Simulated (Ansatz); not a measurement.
**Cost and result for the equilibrium volume of KTaO3**

**What was measured.** The equilibrium volume of KTaO3 (Pm-3m) is reported as 12.69 Å³/atom (a printed reference work). The runs below try to reproduce it.

```cif
data_structure
_symmetry_space_group_name_H-M 'Pm-3m'
_symmetry_Int_Tables_number 221
_cell_length_a 3.9883
_cell_length_b 3.9883
_cell_length_c 3.9883
_cell_angle_alpha 90.000
_cell_angle_beta 90.000
_cell_angle_gamma 90.000
_cell_volume 63.44
loop_
_atom_site_label
_atom_site_type_symbol
_atom_site_symmetry_multiplicity
_atom_site_Wyckoff_symbol
_atom_site_fract_x
_atom_site_fract_y
_atom_site_fract_z
_atom_site_occupancy
Ta1 Ta 1 a 0.00000 0.00000 0.00000 1
K1 K 1 b 0.50000 0.50000 0.50000 1
O1 O 3 d 0.00000 0.00000 0.50000 1
```

| rung | level | program and potentials | cutoff (eV) | k mesh | smearing | task | core time | chip | equilibrium volume (Å³/atom) | miss | notes |
| --- | --- | --- | --- | --- | --- | --- | --- | --- | --- | --- | --- |
| GGA | BPBE | Ansatz, Ansatz PAW | 420 | 7 × 7 × 7 | fermi-dirac 0.05 | relaxation of cell and atoms | 13 s | Arm Neoverse V1 | 13.03 | +2.7 % | potentials made for PBE, which Ansatz adapts in part |
| GGA | RPBE | Ansatz, Ansatz PAW | 420 | 7 × 7 × 7 | fermi-dirac 0.05 | relaxation of cell and atoms | 14 s | Arm Neoverse V1 | 13.34 | +5.1 % | potentials made for PBE, which Ansatz adapts in part |
| GGA | PBE | Ansatz, Ansatz PAW | 420 | 7 × 7 × 7 | fermi-dirac 0.05 | relaxation of cell and atoms | 15 s | Arm Neoverse V1 | 13.04 | +2.8 % | - |
| GGA + dispersion | BLYP+D4 | Ansatz, Ansatz PAW | 420 | 7 × 7 × 7 | fermi-dirac 0.05 | relaxation of cell and atoms | 16 s | Arm Neoverse V1 | 13.09 | +3.2 % | potentials made for PBE, which Ansatz adapts in part |
| meta-GGA | r2SCAN | Ansatz, Ansatz PAW | 500 | 7 × 7 × 7 | fermi-dirac 0.05 | relaxation of cell and atoms | 21 s | Arm Neoverse V1 | 12.71 | +0.2 % | potentials made for PBE, which Ansatz adapts in part |
| GGA + dispersion | revPBE+D3(BJ) | Ansatz, Ansatz PAW | 420 | 7 × 7 × 7 | fermi-dirac 0.05 | relaxation of cell and atoms | 21 s | Intel Xeon Skylake/Cascade Lake | 12.87 | +1.4 % | potentials made for PBE, which Ansatz adapts in part |
| GGA + dispersion | PBE+D3(BJ) | Ansatz, Ansatz PAW | 420 | 7 × 7 × 7 | fermi-dirac 0.05 | relaxation of cell and atoms | 22 s | Intel Xeon Skylake/Cascade Lake | 12.84 | +1.2 % | - |
| GGA | revPBE | Ansatz, Ansatz PAW | 420 | 7 × 7 × 7 | fermi-dirac 0.05 | relaxation of cell and atoms | 24 s | Intel Xeon Skylake/Cascade Lake | 13.26 | +4.5 % | potentials made for PBE, which Ansatz adapts in part |
| GGA + dispersion | PBEsol+D3(BJ) | Ansatz, Ansatz PAW | 420 | 7 × 7 × 7 | fermi-dirac 0.05 | relaxation of cell and atoms | 25 s | Intel Xeon Skylake/Cascade Lake | 12.47 | -1.7 % | potentials made for PBE, which Ansatz adapts in part |
| GGA + dispersion | RPBE+D3(BJ) | Ansatz, Ansatz PAW | 420 | 7 × 7 × 7 | fermi-dirac 0.05 | relaxation of cell and atoms | 25 s | Intel Xeon Skylake/Cascade Lake | 11.99 | -5.5 % | potentials made for PBE, which Ansatz adapts in part |
| meta-GGA + dispersion | r2SCAN+D4 | Ansatz, Ansatz PAW | 500 | 7 × 7 × 7 | fermi-dirac 0.05 | equation of state | 45 s | Arm Neoverse V1 | 12.66 | -0.2 % | potentials made for PBE, which Ansatz adapts in part |
| LDA | LDA | Ansatz, JTH PAW LDA | 1380 | 7 × 7 × 7 | fermi-dirac 0.05 | equation of state | 75 s | Arm Neoverse V1 | 12.33 | -2.8 % | - |

Times are single runs on shared hosts and different chips, so they are rough; meshes, cutoffs and the tasks' sizes weigh on the time. All rows: no spin polarisation. Smearing widths are in eV. Meshes are those of the run's cell of 5 atoms unless a note names another. Relaxations start from the cell shown or near it and stop with a little pressure left. Misses use the values as printed. Runs on faulty files, with rough fits or with known faults for this quantity aren't shown. No row holds spin-orbit coupling.

By rung: LDA 12.33; GGA 13.03 to 13.34; GGA + dispersion 11.99 to 13.09; meta-GGA 12.71; meta-GGA + dispersion 12.66 (Å³/atom). Measured: 12.69 Å³/atom (a printed reference work). Closest is r2SCAN (+0.2 %), and PBE misses by +2.8 % on plain settings. The runs are for a static lattice, while measurements hold temperature and zero-point motion.
